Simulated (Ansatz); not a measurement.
# InSe (R3m) in Ansatz: band structure with HSE03

Aim: the band structure of InSe with HSE03.

All numbers are computed with Ansatz 0.2.0; they aren't measurements. Logs are shortened: lines on timing, memory, paths and dates and some standing lists are left out, and cuts for length are marked.

**What was measured.**

“The Interaction of Hydrogen with the van der Waals Crystal γ-InSe”, 2020, pmc:7321205 reports, for a bulk crystal of InSe at 300 K: band gap 1.25 eV.

How close the calculation comes is told below.

### Step 1. Starting point

Symmetry: R3m, No. 160, trigonal system. The conventional cell has a = 4.000 Å, b = 4.000 Å, c = 25.320 Å, α = 90.00°, β = 90.00°, γ = 120.00°. Around In (site symmetry 3m) lie 3 Se at 2.63 Å and 1 In at 2.82 Å. In (site symmetry 3m) has 3 Se at 2.64 Å and 1 In at 2.82 Å as nearest neighbours. Se (site symmetry 3m) has 3 In at 2.63 Å as nearest neighbours. Se (site symmetry 3m) is surrounded by 3 In at 2.64 Å.

### Step 2. Band structure, HSE03

input.yaml reads:

```yaml
crystal:
  lattice:
    - [2.0, 1.1547005384, 8.44]
    - [-2.0, 1.1547005384, 8.44]
    - [0.0, -2.3094010768, 8.44]
  atoms:
    - { symbol: In, position: [0.8886, 0.8886, 0.8886] }
    - { symbol: In, position: [0.0, 0.0, 0.0] }
    - { symbol: Se, position: [0.1719, 0.1719, 0.1719] }
    - { symbol: Se, position: [0.3835, 0.3835, 0.3835] }
hamiltonian:
  xc: { exchange: pbe, correlation: pbe, exx: { coeff: 0.25, omega: 0.3 } }
  pseudopotentials: { kind: paw }
kpoints:
  mp_grid: { grid: [5, 5, 5] }
  band_path:
    path:
      - [[0.0, 0.0, 0.0], [0.5, 0.0, 0.0], [0.5, 0.1791451724, -0.1791451724]]
      - [[0.8208548276, 0.5, 0.1791451724], [0.5, 0.5, 0.5], [0.0, 0.0, 0.0], [0.3395725862, 0.0, -0.3395725862]]
      - [[0.6604274138, 0.3395725862, 0.0], [0.5, 0.5, 0.0], [0.6604274138, 0.6604274138, 0.1791451724], [0.5, 0.5, 0.5]]
      - [[0.5, 0.0, 0.0], [0.8208548276, 0.3395725862, 0.3395725862]]
    npoints: 4
scf:
  occupations: { method: fermi_dirac, width: 0.05 }
  n_extra_bands: 10
output:
  forces: true
  stress: true
  eigenvalues: true
  fatbands: false
```

Potentials or basis: Ansatz PAW.

Command:

```bash
> ansatz run input.yaml --threads 2 --pin off --max-ram 5632MiB --backend cpu --events-out ev --progress --plain --runs-dir out
```

Log:

```text
Warning: output.stress: scf.convergence.dr2_threshold = 1e-7 eV (the SCF's general default) is looser than the 4e-10 eV advised for a printed stress (1e-10 eV for each atom of the cell: 4). What an SCF threshold leaves in a stress goes as its square root, and in the free energy as the threshold itself, and one threshold admits the most on a small cell: of the crystals measured, under no hybrid functional and no lock of the moments, on runs that ended without the residual-converged pass, on stresses that held no estimate of that error, the worst erred by over 100 MPa in a component at 1e-7 eV an atom and by under 5 at 1e-10. Set scf.convergence.dr2_threshold to 4e-10 eV or tighter. The threshold is an SCF's pass mark: one that does not reach it within its budget of iterations ends unconverged, or closes short of it on a stop that the run arms, and scf.convergence.dr2_threshold's page says what that costs each kind of run
Warning: output.stress: scf.exx.energy_threshold = 1e-6 eV is looser than the 4e-8 eV advised for a stress under a hybrid functional (1e-8 eV for each atom of the cell: 4). Every SCF of the exchange loop can meet its threshold on dr2 while the loop round them stops early: no threshold on dr2 bounds what that leaves in the stress. Set scf.exx.energy_threshold to 4e-8 eV or tighter. The threshold is the loop's pass mark: a loop that does not reach it within its budget of cycles ends unconverged, and scf.exx.energy_threshold's page has the law
Warning: RAYON_NUM_THREADS=2 ignored (pool sized by the plan → 2); use --threads N
basis.fft_grid_basis auto: the FFT boxes are laid along the combinations [[1, 0, -1], [0, 1, -1], [0, 0, 1]] of the cell's own vectors, 4.000, 4.000 and 8.750 Å long. The dense box has 27×27×60 points. Along the cell's own vectors, as sized, it would have 60×60×60, 4.94 times as many. Of the 6 symmetry operations that the crystal satisfies within crystal.symmetry.tolerance (time reversal apart; of a slab, those that keep its plane) the dense box along the cell's own vectors carries 6, and the one as laid loses 4 of those. basis.fft_grid_basis: typed keeps the cell's own vectors: state it where this run's energies or levels are differenced outside the engine with another run's, or held beside a run that keeps those vectors.
scf.n_extra_bands = 10 over 29 filled bands (N_el = 58.0): the run solves 39 bands
Engine: ansatz 0.2.0, aarch64-unknown-linux-gnu
Pseudopotentials: kind: paw
Pseudopotential: In, paw, valence charge 13, recommended cutoff 420 eV (normal), In.paw.azcp
Pseudopotential: Se, paw, valence charge 16, recommended cutoff 420 eV (normal), Se.paw.azcp
Functional definition: unnamed
  parameter a_1 = 0.25
  parameter omega_1 = 0.3/angstrom
  exchange = pbe_x + (-a_1)*pbe_x_sr(omega_1) + a_1*exact_x_sr(omega_1)
  correlation = pbe_c
Crystal: 4 atoms, lattice volume = 116.948 Å³
Basis set: ecut = 420 eV, 2309 PW (Γ), FFT grids on a1−a3, a2−a3, a3, exchange–correlation on 54×54×120 points (8 copies of the dense FFT grid, shifted against one another)
Bands: 39, of which v1, the nominal top of the filled ones, is band 29 counted from 1 (28 counted from 0)
Symmetry: 6 space group operations
Space group: R3m (ITA 160), of the structure as read, at distance tolerance 4.9e-5 Å
k-points: 19 of 125 (time reversal used)
Non-local potential: In, projectors of the file, l = 0: 2, l = 1: 2, l = 2: 2, l = 3: 2
Non-local potential: Se, projectors of the file, l = 0: 2, l = 1: 2, l = 2: 3, l = 3: 1
PAW form: soft (Blöchl's): semilocal exchange-correlation on the pseudo side does not see the compensation charge
PAW frozen core: In, regenerated for the run's functional, and the local potential with it (the file was generated under x = pbe(κ = 0.804, μ = 0.2195149727645171), c = pbe(β = 0.06672455060314922))
PAW frozen core: Se, regenerated for the run's functional, and the local potential with it (the file was generated under x = pbe(κ = 0.804, μ = 0.2195149727645171), c = pbe(β = 0.06672455060314922))
PAW one-centre angular grid: In, 590 points (default); XC on 64 Gauss nodes
PAW one-centre angular grid: Se, 590 points (default); XC on 64 Gauss nodes
Initial density: superposition of atomic densities (neutral atoms: chi_scale 0, normalization atom), corrected by the library's trained network
Initial wavefunctions: pseudopotential atomic-orbital guess
Functional: x = pbe(κ = 0.804, μ = 0.2195149727645171), c = pbe(β = 0.06672455060314922), warm-up for x = pbe(κ = 0.804, μ = 0.2195149727645171) + 0.25 (exact − pbe) at short range (hse, ω = 0.3 Å⁻¹), c = pbe(β = 0.06672455060314922)
SCF iter   1: F=—  HF=-22135.852088 eV  |F-HF|=—  |Δ(HF+E_count)|=         —  Δρ=1.76e-3  dr2=1.08e-2  ethr=1.77e-3  ⟨swp⟩=11.3  Hψ=3245  notcnv=1
preconditioner: auto → none  [insulator: Δε(μ)=0.966 eV  Ē_g=15.588 eV  σ=0.050 eV  W_gap=1.00  n_scr=30 (ndim 8)  ℏωp=21.2 eV  f_vac=0.086  D(μ)=0.00/eV (n_scr^D=0)]
SCF iter   2: F=—  HF=-22135.854755 eV  |F-HF|=—  |Δ(HF+E_count)|=   2.67e-3  Δρ=1.60e-3  dr2=2.11e-2  ethr=1.87e-5  ⟨swp⟩=5.3  Hψ=2150  notcnv=0  defer=5
iter 3 solved again at ethr=4.75e-7 eV; its pass at ethr=1.87e-5 eV (dr2=2.76e-4 eV) is discarded
SCF iter   3: F=—  HF=-22135.850976 eV  |F-HF|=—  |Δ(HF+E_count)|=   3.78e-3  Δρ=3.32e-4  dr2=3.05e-4  ethr=4.75e-7  ⟨swp⟩=4.1  Hψ=3641  notcnv=0  defer=1
SCF iter   4: F=-22135.851062 eV  HF=-22135.851026 eV  |F-HF|=3.65e-5  |Δ(HF+E_count)|=   4.98e-5  Δρ=1.44e-4  dr2=1.43e-5  ethr=4.75e-7  ⟨swp⟩=3.0  Hψ=1382  notcnv=0
SCF 1 stopped early in 4 iterations: F = -22135.851062 eV  dr2 = 1.43e-5
Initial density: handed on by an earlier stage of this run
Initial wavefunctions: those handed on with the density
Functional: x = pbe(κ = 0.804, μ = 0.2195149727645171) + 0.25 (exact − pbe) at short range (hse, ω = 0.3 Å⁻¹), c = pbe(β = 0.06672455060314922)
Exchange kernel: α = 0.2500, screened, ω = 0.3000 Å⁻¹, Wigner–Seitz truncation, v(0) = 502.6395 eV·Å³, q-mesh 5×5×5, nearest image of the exchange supercell L = 20.00 Å, pair-density grid 24×24×60, without the augmentation charges, whose exchange is taken in its separable form by FFT convolution over the k-point mesh (the finest that the files' search goes to), smooth part of the exact exchange by density-matrix convolution
Frozen-core exchange: fock
SCF iter   1: F=—  HF=-22146.819673 eV  |F-HF|=—  |Δ(HF+E_count)|=         —  Δρ=5.20e-3  dr2=3.46e-2  ethr=2.46e-7  ⟨swp⟩=11.2  Hψ=4108  notcnv=0
preconditioner: auto → none  [insulator: Δε(μ)=1.398 eV  Ē_g=17.321 eV  σ=0.050 eV  W_gap=1.00  n_scr=30 (ndim 8)  ℏωp=21.2 eV  f_vac=0.083  D(μ)=0.00/eV (n_scr^D=0)]
SCF iter   2: F=—  HF=-22146.809650 eV  |F-HF|=—  |Δ(HF+E_count)|=   1.00e-2  Δρ=2.80e-3  dr2=3.15e-2  ethr=2.46e-7  ⟨swp⟩=5.0  Hψ=2884  notcnv=0
SCF iter   3: F=—  HF=-22146.805667 eV  |F-HF|=—  |Δ(HF+E_count)|=   3.98e-3  Δρ=1.38e-3  dr2=1.12e-2  ethr=2.46e-7  ⟨swp⟩=5.0  Hψ=3045  notcnv=0
SCF iter   4: F=—  HF=-22146.804273 eV  |F-HF|=—  |Δ(HF+E_count)|=   1.39e-3  Δρ=7.15e-4  dr2=2.27e-3  ethr=2.46e-7  ⟨swp⟩=4.2  Hψ=1763  notcnv=0
SCF iter   5: F=—  HF=-22146.815328 eV  |F-HF|=—  |Δ(HF+E_count)|=   1.11e-2  Δρ=7.94e-4  dr2=8.16e-4  ethr=2.46e-7  ⟨swp⟩=4.4  Hψ=2532  notcnv=0
SCF iter   6: F=—  HF=-22146.815128 eV  |F-HF|=—  |Δ(HF+E_count)|=   2.00e-4  Δρ=1.79e-4  dr2=5.44e-5  ethr=2.46e-7  ⟨swp⟩=3.0  Hψ=1784  notcnv=0
SCF iter   7: F=—  HF=-22146.815249 eV  |F-HF|=—  |Δ(HF+E_count)|=   1.21e-4  Δρ=9.23e-5  dr2=9.10e-6  ethr=7.21e-8  ⟨swp⟩=4.3  Hψ=1772  notcnv=0  defer=2
SCF iter   8: F=-22146.815247 eV  HF=-22146.815247 eV  |F-HF|=1.65e-7  |Δ(HF+E_count)|=   2.00e-6  Δρ=1.29e-5  dr2=1.06e-6  ethr=1.43e-8  ⟨swp⟩=3.1  Hψ=1570  notcnv=0
SCF 2 stopped early in 8 iterations: F = -22146.815247 eV  dr2 = 1.06e-6
  Residual-converged pass: ⟨swp⟩=4.0  Hψ=2139  notcnv=0  max |occ|·‖R‖ = 6.4e-6 eV (tolerance 6.7e-6 eV)  dr2=1.05e-6  dr2_onsite=3.78e-8  max |Δocc| = 9.8e-13
hybrid outer 1: dexx = +1.241e-2 eV, tail = 7.92e-5 eV
Exchange kernel: α = 0.2500, screened, ω = 0.3000 Å⁻¹, Wigner–Seitz truncation, v(0) = 502.6395 eV·Å³, q-mesh 5×5×5, nearest image of the exchange supercell L = 20.00 Å, pair-density grid 24×24×60, without the augmentation charges, whose exchange is taken in its separable form by FFT convolution over the k-point mesh (the finest that the files' search goes to), smooth part of the exact exchange by density-matrix convolution
Frozen-core exchange: fock
SCF iter   1: F=—  HF=-22146.815309 eV  |F-HF|=—  |Δ(HF+E_count)|=         —  Δρ=5.53e-5  dr2=4.37e-6  ethr=6.82e-7  ⟨swp⟩=6.5  Hψ=1716  notcnv=0
preconditioner: auto → none  [insulator: Δε(μ)=1.430 eV  Ē_g=17.302 eV  σ=0.050 eV  W_gap=1.00  n_scr=30 (ndim 8)  ℏωp=21.2 eV  f_vac=0.084  D(μ)=0.00/eV (n_scr^D=0)]
SCF iter   2: F=—  HF=-22146.815309 eV  |F-HF|=—  |Δ(HF+E_count)|=   3.13e-7  Δρ=1.82e-5  dr2=2.26e-7  ethr=5.94e-9  ⟨swp⟩=4.0  Hψ=2061  notcnv=0
SCF iter   3: F=—  HF=-22146.815309 eV  |F-HF|=—  |Δ(HF+E_count)|=   4.18e-7  Δρ=1.17e-5  dr2=1.08e-7  ethr=2.80e-10  ⟨swp⟩=4.7  Hψ=2073  notcnv=0  defer=6
SCF iter   4: F=—  HF=-22146.815309 eV  |F-HF|=—  |Δ(HF+E_count)|=   1.47e-8  Δρ=3.52e-6  dr2=7.39e-9  ethr=1.70e-10  ⟨swp⟩=3.1  Hψ=1405  notcnv=0
SCF iter   5: F=-22146.815309 eV  HF=-22146.815309 eV  |F-HF|=1.15e-9  |Δ(HF+E_count)|=   7.56e-9  Δρ=1.12e-6  dr2=1.19e-9  ethr=1.18e-11  ⟨swp⟩=5.5  Hψ=1839  notcnv=0  defer=17
SCF 3 converged in 5 iterations: F = -22146.815309 eV  dr2 = 1.19e-9
  Residual-converged pass: ⟨swp⟩=3.1  Hψ=1844  notcnv=0  max |occ|·‖R‖ = 6.1e-7 eV (tolerance 6.3e-7 eV)  dr2=1.15e-9  dr2_onsite=4.35e-10  max |Δocc| = 1.2e-15
hybrid outer 2: dexx = +5.614e-7 eV, tail = 2.64e-8 eV, Δε = 1.51e-3 eV (about 5.32e-5 eV left of the loop's levels), ΔF = 5.31e-3 eV/Å (tail 8.32e-4)
NSCF: frozen V_eff on 40 k-points
hybrid SCF converged: 2 outer / 13 inner (+4 warm-up), last move |dexx| = 5.61e-7 eV, tail = 2.64e-8 eV
Stability not checked: this state was not tested for a lower state beside it, because the functional holds exact exchange (a hybrid, or Hartree-Fock), whose exchange loop this test does not read (fock_operator; see scf.lower_state_search)
Free energy (F): -22146.815309 eV
Frozen-core exchange: fock
Harris-Foulkes:  -22146.815309 eV  (|F-HF|=1.15e-9)
Internal energy: -22146.815309 eV  (E = F + TS)
E sigma→0 (E₀):  -22146.815309 eV
Entropy (-TS):   -0.000000 eV (-0.000 meV/atom)
Fermi energy:    7.457535 eV
--- Per-component energies (eV) ---
  E_band       = -1047.088206
  E_kinetic    = 722.132663
  E_local      = -7920.046862  (includes V_loc(G=0)·N_el)
  E_nonlocal   = -457.863519
  E_hartree    = 3655.422173
  E_xc         = -516.476268
  E_vxc        = -320.121425  (∫ρ·V_xc dr)
  E_exx        = -191.154498  (= α·E_x^exact, valence–valence)
  E_paw        = -12073.450741  (= ΣΔE_a)
  E_vpaw       = 0.275024  (= ΣTr[D̂ρ^β])
  E_aug_tail   = -0.001160  (compensation charges beyond the density's cutoff)
  E_ewald      = -5364.203816
  E_core_change = -1.173285  (= ΣΔE_core)
  E_smearing   = -0.000000  (= −TS)
  E_closure    = 0.000003  (closes the sum)
  Σ components = -22146.815309   (vs F -22146.815309, Δ=0.00e0)
--- Forces (eV/Å), atoms counted from 1 ---
  atom   1  In     0.00000000    -0.00000000     0.19206293
  atom   2  In     0.00000000    -0.00000000    -0.17361786
  atom   3  Se     0.00000000     0.00000000     0.02319511
  atom   4  Se     0.00000000     0.00000000    -0.04162877
  max |Σ_I F_I| component: 1.14e-5 eV/Å
--- Stress (GPa, compression-positive) ---
        1.633680       0.000000      -0.000000
        0.000000       1.633680      -0.000000
        0.000000      -0.000000       0.484393
  P = ⅓ Tr σ = 1.2506 GPa (12.506 kbar)
--- Band table (eV; the first three rows and the last of 19) ---
  k-point 0: bands = ["-44.2080", "-44.2080", "-44.1986", "-44.1986", "-44.1810", "-44.1810", "-44.1731", "-44.1731", "-44.1698", "-44.1623", "-9.5156", "-9.3569", "-9.3569", "-9.2834", "-9.2834", "-9.2514", "-9.2514", "-9.0770", "-9.0770", "-9.0472", "-7.7882", "-7.3664", "0.1916", "3.3713", "5.3986", "5.5271", "5.5271", "5.6256", "5.6256", "9.2297", "9.6587", "12.0068", "12.0068", "12.7783", "13.1491", "13.1491", "15.1536", "16.2708", "16.7821"]
  k-point 1: bands = ["-44.2080", "-44.2079", "-44.1986", "-44.1985", "-44.1810", "-44.1810", "-44.1731", "-44.1731", "-44.1697", "-44.1623", "-9.5345", "-9.4409", "-9.3947", "-9.3486", "-9.2610", "-9.2568", "-9.2349", "-9.1185", "-9.0803", "-8.9779", "-7.3713", "-7.0057", "0.4778", "2.6005", "3.6946", "4.8411", "5.0682", "5.2147", "5.8821", "9.7368", "10.0172", "11.5723", "11.9079", "12.3167", "13.7068", "13.9460", "14.2288", "15.7566", "16.5128"]
  k-point 2: bands = ["-44.2080", "-44.2078", "-44.1986", "-44.1984", "-44.1811", "-44.1810", "-44.1731", "-44.1731", "-44.1697", "-44.1622", "-9.6402", "-9.5323", "-9.4533", "-9.3450", "-9.2760", "-9.2143", "-9.1976", "-9.1407", "-9.0843", "-8.9230", "-6.6001", "-6.3735", "0.2611", "1.1720", "2.9483", "4.4969", "4.5785", "4.6202", "5.4088", "8.7266", "9.5258", "11.1734", "11.6309", "12.4158", "14.1177", "14.1829", "14.8428", "15.3610", "16.8172"]
  k-point 18: bands = ["-44.2080", "-44.2079", "-44.1986", "-44.1985", "-44.1810", "-44.1810", "-44.1731", "-44.1731", "-44.1697", "-44.1623", "-9.5319", "-9.4356", "-9.4025", "-9.3488", "-9.2609", "-9.2566", "-9.2350", "-9.1206", "-9.0802", "-8.9776", "-7.2647", "-7.1236", "0.6783", "2.4516", "3.8170", "4.1109", "4.9842", "5.3090", "6.5660", "9.4481", "10.2541", "11.5136", "11.9835", "12.1895", "14.0385", "14.1086", "14.6056", "15.4242", "15.9904"]
```

Run time: 20 min. Hardware: 2 threads of Arm Neoverse V1, shared host; peak memory 3.3 GiB.

What came out:

| Item | Value |
| --- | --- |
| Free energy | -22146.8153 eV |
| Pressure | 1.3 GPa |
| Largest force | 0.192 eV/Å |
| Band gap along the path | 1.03 eV, direct |

Forces in eV/Å, atoms in the order of the input:
```
In   0.000  0.000  0.192
In   0.000  0.000 -0.174
Se   0.000  0.000  0.023
Se   0.000  0.000 -0.042
```

Levels at the corners of the path, in eV from the valence-band top:
| point | band 25 | band 26 | band 27 | band 28 | band 29 | band 30 | band 31 | band 32 | band 33 | band 34 |
| --- | --- | --- | --- | --- | --- | --- | --- | --- | --- | --- |
| Γ | -1.55 | -1.42 | -1.42 | -1.33 | -1.33 | 2.28 | 2.71 | 5.06 | 5.06 | 5.83 |
| L | -3.72 | -2.56 | -2.54 | -2.42 | -1.76 | 1.66 | 2.55 | 4.20 | 4.56 | 5.45 |
| B1 | -4.29 | -3.95 | -2.75 | -2.44 | -1.84 | 2.15 | 3.08 | 3.91 | 5.03 | 6.55 |
| B | -4.29 | -3.95 | -2.75 | -2.44 | -1.84 | 2.15 | 3.08 | 3.91 | 5.03 | 6.55 |
| Z | -1.50 | -1.50 | -1.25 | -1.25 | 0.00 | 1.03 | 2.78 | 4.97 | 4.97 | 6.33 |
| Γ | -1.55 | -1.42 | -1.42 | -1.33 | -1.33 | 2.28 | 2.71 | 5.06 | 5.06 | 5.83 |
| X | -4.30 | -3.97 | -2.78 | -2.41 | -1.81 | 2.19 | 2.98 | 3.96 | 4.99 | 6.57 |
| Q | -4.30 | -3.97 | -2.78 | -2.41 | -1.81 | 2.19 | 2.98 | 3.96 | 4.99 | 6.57 |
| F | -3.45 | -2.88 | -2.70 | -2.24 | -1.58 | 1.72 | 2.47 | 3.84 | 4.16 | 5.02 |
| P1 | -3.49 | -2.79 | -2.67 | -2.26 | -1.71 | 1.94 | 2.29 | 3.92 | 4.34 | 5.11 |
| Z | -1.50 | -1.50 | -1.25 | -1.25 | 0.00 | 1.03 | 2.78 | 4.97 | 4.97 | 6.33 |
| L | -3.72 | -2.56 | -2.54 | -2.42 | -1.76 | 1.66 | 2.55 | 4.20 | 4.56 | 5.45 |
| P | -3.49 | -2.79 | -2.67 | -2.26 | -1.71 | 1.94 | 2.29 | 3.92 | 4.34 | 5.11 |

Caveat: spin-orbit coupling is left out, which moves the levels of the heavy elements; the PAW data sets come from PBE, with cores solved anew for the run's functional, which leaves a small shift of forces and pressure; the thresholds are loose for stress.

### Step 3. Against experiment

Step 2. A measured gap of InSe is 1.25 eV (300 K; “The Interaction of Hydrogen with the van der Waals Crystal γ-InSe”, 2020, pmc:7321205); the calculated 1.03 eV misses it by -0.22 eV. Spin-orbit coupling on In, Se is left out. The value is that of HSE03, without temperature or zero-point motion.
